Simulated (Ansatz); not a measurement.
**CdTe: experiment and calculation**

**Measured values to compare with.**

“Electronic structure, structural and optical properties of thermally evaporated CdTe thin films”, 2006, arxiv:cond-mat/0608141 quotes, for a bulk crystal of CdTe: lattice constant a 6.482 Å.

“Photoluminescence characteristics of Cd1-xMnxTe single crystals grown by the vertical Bridgman method”, 2012, pmc:3275455 reports, for a bulk crystal of CdTe at 0 K: band gap 1.592 eV (an exciton energy, a little under the gap).

“Multiscale insight into the Cd1-xZnxTe vibrational-mechanical properties -- High-pressure experiments and ab initio calculations”, 2023, arxiv:2306.14539 quotes, for a powder of CdTe: bulk modulus 42 ± 2 GPa.

The runs below are set against these values where they give the same quantity.

These are results of DFT PBE, scalar-relativistic, plane waves, PAW in Ansatz, not measurements.

Settings: cutoff 420 eV, Γ-centred mesh 10×10×10 on the computed 2-atom cell, Gaussian smearing of 0.02 eV; no spin polarisation.

Relaxed structure, symmetry kept:

```
Cd Te
1.0
     0.00000    3.30869    3.30869
     3.30869    0.00000    3.30869
     3.30869    3.30869    0.00000
Cd Te
1 1
Cartesian
  0.0000 0.0000 0.0000
  1.6543 1.6543 1.6543
```

| Property | Result |
| --- | --- |
| Space group | F-43m (No. 216) |
| Volume per atom | 36.22 Å³ |
| Formation energy from the elements' standard states (uncorrected) | -0.464 eV/atom |
| Kohn–Sham band gap | 0.59 eV, direct at Γ |
| Löwdin character of the top 1 eV of the valence band | Te 5p 92 %, unprojected 4 % |
| Löwdin character of the lowest 1 eV of the conduction band | Cd 5s 52 %, Te 5p 29 %, Te 5s 15 % |
| Electron masses at the edge by Cartesian direction of the standard setting (m_e; degenerate bands sorted by energy; no spin-orbit coupling) | x: 0.055; y: 0.055; z: 0.055 |
| Hole masses at the edge by Cartesian direction of the standard setting (m_e; degenerate bands sorted by energy; no spin-orbit coupling) | x: 0.57, 0.57, 0.056; y: 0.57, 0.57, 0.056; z: 0.57, 0.57, 0.056 |
| Bulk modulus | 35 GPa |
| Its pressure derivative | 4.8 |
| Bader charges (e) | Cd (1 in the cell) 0.53, Te (1 in the cell) -0.53 |

Spin-orbit coupling is left out, which matters for the bands of heavy elements.

Measured lattice constant a of CdTe: 6.482 Å (quoted in the paper above). This calculation gives 6.617 Å (+2.1 %). 2 values of this kind are on record in papers (6.482 to 6.486 Å); this one was drawn at random among those near their median. The calculation is for 0 K without zero-point motion. A measured band gap of CdTe is 1.592 eV (an exciton energy, a little under the gap; 0 K; the paper above); the calculated 0.59 eV misses it by -1.01 eV. So large a miss may mean another phase, state or a wrong row. Kohn–Sham gaps of semilocal functionals fall short of measured ones as a rule; spin-orbit coupling, left out here, would usually lower the calculated gap of a compound with heavy elements. Against the measured bulk modulus of CdTe, 42 GPa (powder; quoted in the paper above), the calculated 35 GPa is off by -16.4 %.